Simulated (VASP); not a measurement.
# Au in VASP: relaxation of the atoms with PBEsol

Aim: the relaxation of the atoms of Au with PBEsol.

Program: VASP 6.6.1. These are calculated values, not measurements. Logs are shortened: lines on timing, memory, paths and dates and some standing lists are left out, and cuts for length are marked.

## 1. The structure

The cell holds a slab with vacuum, 8 atoms: a = 3.895 Å, b = 3.895 Å, c = 29.504 Å, α = 90.00°, β = 90.00°, γ = 90.00°.

The cell was built by a generator and needn't be a form met in nature.

## 2. Relaxation of the atoms, PBEsol

Contents of INCAR:

```
  PREC = Accurate
  ENCUT = 520
  EDIFF = 1E-6
  ISMEAR = 1
  SIGMA = 0.1
  LREAL = False
  LASPH = True
  NELM = 120
  ALGO = Normal
  ISIF = 2
  LWAVE = False
  LCHARG = False
  LDIPOL = True
  IDIPOL = 3
  DIPOL = 0.5 0.5 0.500
  GGA = PS
  IBRION = 2
  NSW = 90
  EDIFFG = -0.02
  KPAR = 2
```

Contents of KPOINTS:

```
Automatic mesh
0
Gamma
  9 9 1
```

Contents of POSCAR:

```
Au
1.0
    3.8947800000      0.0000000000      0.0000000000
    0.0000000000      3.8947800000      0.0000000000
    0.0000000000      0.0000000000     29.5037019500
Au
8
Direct
    0.5000000000      0.5000000000      0.3904520200
    0.0000000000      0.0000000000      0.3904520200
    0.0000000000      0.5000000000      0.4634840100
    0.5000000000      0.0000000000      0.4634840100
    0.5000000000      0.5000000000      0.5365159900
    0.0000000000      0.0000000000      0.5365159900
    0.0000000000      0.5000000000      0.6095479800
    0.5000000000      1.0000000000      0.6095479800
```

Potentials or basis: VASP PAW PBE potentials, release 64 (Au).

Launch:

```sh
> cat potpaw_PBE.64/Au/POTCAR > POTCAR
> mpirun -np 2 vasp_std > vasp.out
```

OUTCAR:

```text
PREC = Accurate
   ENCUT = 520
   EDIFF = 1E-6
   ISMEAR = 1
   LREAL = False
   LASPH = True
   NELM = 120
   ISIF = 2
   GGA = PS
   IBRION = 2
   NSW = 90
   EDIFFG = -0.02

 ion  position               nearest neighbor table
   1  0.500  0.500  0.390-   2 2.75   2 2.75   2 2.75   2 2.75   4 2.90   4 2.90   3 2.90   3 2.90

   2  0.000  0.000  0.390-   1 2.75   1 2.75   1 2.75   1 2.75   3 2.90   4 2.90   4 2.90   3 2.90

   3  0.000  0.500  0.463-   4 2.75   4 2.75   4 2.75   4 2.75   6 2.90   6 2.90   5 2.90   5 2.90
                             1 2.90   2 2.90   2 2.90   1 2.90
   4  0.500  0.000  0.463-   3 2.75   3 2.75   3 2.75   3 2.75   5 2.90   6 2.90   6 2.90   5 2.90
                             2 2.90   1 2.90   2 2.90   1 2.90
   5  0.500  0.500  0.537-   6 2.75   6 2.75   6 2.75   6 2.75   4 2.90   3 2.90   3 2.90   4 2.90
                             7 2.90   8 2.90   7 2.90   8 2.90
   6  0.000  0.000  0.537-   5 2.75   5 2.75   5 2.75   5 2.75   4 2.90   4 2.90   3 2.90   3 2.90
                             7 2.90   8 2.90   8 2.90   7 2.90
   7  0.000  0.500  0.610-   8 2.75   8 2.75   8 2.75   8 2.75   6 2.90   5 2.90   5 2.90   6 2.90
[... 9 lines left out ...]
 A1 = (   3.8947800000,   0.0000000000,   0.0000000000)
 A2 = (   0.0000000000,   3.8947800000,   0.0000000000)
 A3 = (   0.0000000000,   0.0000000000,  29.5037019500)

Analysis of symmetry for initial positions (statically):
=====================================================================
 Subroutine PRICEL returns following result:

  LATTYP: Found a simple tetragonal cell.
 ALAT       =     2.7540253492
 C/A-ratio  =    10.7129376853

  Lattice vectors:

 A1 = (   1.9473900000,  -1.9473900000,   0.0000000000)
 A2 = (   1.9473900000,   1.9473900000,   0.0000000000)
 A3 = (   0.0000000000,   0.0000000000,  29.5037019500)

   2 primitive cells build up your supercell.

 Routine SETGRP: Setting up the symmetry group for a
 simple tetragonal supercell.

 Subroutine GETGRP returns: Found 16 space group operations
 (whereof  8 operations were pure point group operations)
 out of a pool of 16 trial point group operations.

The static configuration has the point symmetry C_4v.
 The point group associated with its full space group is D_4h.

Analysis of symmetry for dynamics (positions and initial velocities):
=====================================================================
 Subroutine PRICEL returns following result:

  LATTYP: Found a simple tetragonal cell.
 ALAT       =     2.7540253492
 C/A-ratio  =    10.7129376853

  Lattice vectors:

[... 149 lines left out ...]

 number of electron      87.9999989 magnetization

 Free energy of the ion-electron system (eV)
  ---------------------------------------------------
  ext. energy  EPLUGINS =         0.00000000
  ---------------------------------------------------
  free energy    TOTEN  =       -29.14066771 eV

  energy without entropy =      -29.14054548  energy(sigma->0) =      -29.14062697

------------------------ aborting loop because EDIFF is reached ----------------------------------------

  FORCE on cell =-STRESS in cart. coord.  units (eV):
  Direction    XX          YY          ZZ          XY          YZ          ZX
  --------------------------------------------------------------------------------------
  -------------------------------------------------------------------------------------
  Total        2.1844198      2.1844198      1.0427988      0.0000000      0.0000000      0.0000000
  in kB        7.8199561      7.8199561      3.7330922      0.0000000      0.0000000      0.0000000
  external PRESSURE =       6.4576681 kB  Pullay stress =       0.0000000 kB
[... 113 lines left out ...]
--------------------------------------- Ionic step        4  -------------------------------------------

 number of electron      87.9999973 magnetization

 dipolmoment           0.000000      0.000000     -0.000000 electrons x Angstroem

------------------------ aborting loop because EDIFF is reached ----------------------------------------

  FORCE on cell =-STRESS in cart. coord.  units (eV):
  Direction    XX          YY          ZZ          XY          YZ          ZX
  --------------------------------------------------------------------------------------
  -------------------------------------------------------------------------------------
  Total        1.5823561      1.5823561      0.1909611      0.0000000      0.0000000      0.0000000
  in kB        5.6646417      5.6646417      0.6836174      0.0000000      0.0000000      0.0000000
  external PRESSURE =       4.0043002 kB  Pullay stress =       0.0000000 kB
[... 29 lines left out ...]
--------------------------------------- Ionic step        5  -------------------------------------------

 number of electron      87.9999971 magnetization

 dipolmoment           0.000000      0.000000      0.000000 electrons x Angstroem

 Free energy of the ion-electron system (eV)
  ---------------------------------------------------
  ext. energy  EPLUGINS =         0.00000000
  ---------------------------------------------------
  free energy    TOTEN  =       -29.14599600 eV

  energy without entropy =      -29.14496126  energy(sigma->0) =      -29.14565109

 E-fermi :  -0.9367     XC(G=0):  -4.4349

 val. band max:       -0.9826557868   @ k =   0.3333   0.2222   0.0000
 cond. band min:      -0.8921677593   @ k =   0.4444   0.3333   0.0000
 fundamental gap:      0.0904880275
 Fermi energy:        -0.9367145454

 k-point     1 :       0.0000    0.0000    0.0000
  band No.  band energies     occupation
      1     -10.5173      2.00000
      2      -9.1110      2.00000
      3      -8.0277      2.00000
      4      -7.8657      2.00000
      5      -7.8225      2.00000
      6      -7.8225      2.00000
[... 814 lines left out ...]
     51       2.1819      0.00000
     52       2.4148      0.00000

------------------------ aborting loop because EDIFF is reached ----------------------------------------

 vacuum level on the upper side and lower side of the slab       (xc-potential included)        -0.005        -0.005

  FORCE on cell =-STRESS in cart. coord.  units (eV):
  Direction    XX          YY          ZZ          XY          YZ          ZX
  --------------------------------------------------------------------------------------
  -------------------------------------------------------------------------------------
  Total        1.4260952      1.4260952     -0.0123544      0.0000000      0.0000000      0.0000000
  in kB        5.1052467      5.1052467     -0.0442272      0.0000000      0.0000000      0.0000000
  external PRESSURE =       3.3887554 kB  Pullay stress =       0.0000000 kB
[... 23 lines left out ...]
  FREE ENERGIE OF THE ION-ELECTRON SYSTEM (eV)
  ---------------------------------------------------
  free  energy   TOTEN  =       -29.1459960017 eV

  energy  without entropy=      -29.1449612600  energy(sigma->0) =      -29.14565109

 reached required accuracy - stopping structural energy minimisation

 vacuum level on the upper side and lower side of the slab         4.400         4.400
```

OSZICAR:

```text
N       E                     dE             d eps       ncg     rms          rms(c)
DAV:   1     0.623564384325E+03    0.62356E+03   -0.37854E+04  1560   0.141E+03
DAV:   2     0.840334314180E+01   -0.61516E+03   -0.57916E+03  1912   0.283E+02
DAV:   3    -0.307923658883E+02   -0.39196E+02   -0.38067E+02  1796   0.666E+01
DAV:   4    -0.317445873262E+02   -0.95222E+00   -0.94620E+00  1932   0.106E+01
[... 47 lines left out ...]
DAV:   3    -0.291460110488E+02    0.51662E-04   -0.31955E-04  1680   0.851E-02    0.495E-02
DAV:   4    -0.291460032912E+02    0.77576E-05   -0.13879E-04  1648   0.616E-02    0.149E-02
DAV:   5    -0.291459977531E+02    0.55380E-05   -0.14433E-05  1640   0.211E-02    0.706E-03
DAV:   6    -0.291459960989E+02    0.16543E-05   -0.67173E-06  1644   0.102E-02    0.241E-03
DAV:   7    -0.291459960017E+02    0.97232E-07   -0.44560E-07   880   0.379E-03
   5 F= -.29145996E+02 E0= -.29145651E+02  d E =-.164360E-02
```

Wall time 6.7 min (2 MPI ranks of Intel Xeon 6975P-C (Granite Rapids), shared host); peak memory 0.62 GiB.

What came out:

- Free energy: -29.1460 eV
- Energy gained by relaxing: 0.7 meV/atom
- Ionic steps: 5
- Largest force after relaxing: 0.007 eV/Å
- Band gap on the k mesh: none (metal or under the smearing width)

Forces on the atoms (eV/Å):
```
Au   0.000  0.000 -0.005
Au   0.000  0.000 -0.005
Au   0.000  0.000 -0.007
Au   0.000  0.000 -0.007
Au   0.000  0.000  0.007
Au   0.000  0.000  0.007
Au   0.000  0.000  0.005
Au   0.000  0.000  0.005
```

Step by step:
```csv
step,energy change (eV),largest force (eV/Å),pressure (GPa)
1,0.0000,0.0705,0.65
2,-0.0016,0.0640,0.60
3,-0.0037,0.0610,0.49
4,-0.0050,0.0278,0.40
5,-0.0053,0.0069,0.34
```

Final structure:
```yaml
crystal:
  lattice:
    - [3.89478, 0.00000, 0.00000]
    - [0.00000, 3.89478, 0.00000]
    - [0.00000, 0.00000, 29.50370]
  atoms:
    - { symbol: Au, position: [0.50000, 0.50000, 0.38962] }
    - { symbol: Au, position: [0.00000, 0.00000, 0.38962] }
    - { symbol: Au, position: [0.00000, 0.50000, 0.46305] }
    - { symbol: Au, position: [0.50000, 0.00000, 0.46305] }
    - { symbol: Au, position: [0.50000, 0.50000, 0.53695] }
    - { symbol: Au, position: [0.00000, 0.00000, 0.53695] }
    - { symbol: Au, position: [0.00000, 0.50000, 0.61038] }
    - { symbol: Au, position: [0.50000, 0.00000, 0.61038] }
```

Caveat: the PAW data sets were made with another functional, which shifts forces and pressure a little. The run has no spin-orbit coupling, so splittings on Au are missing.
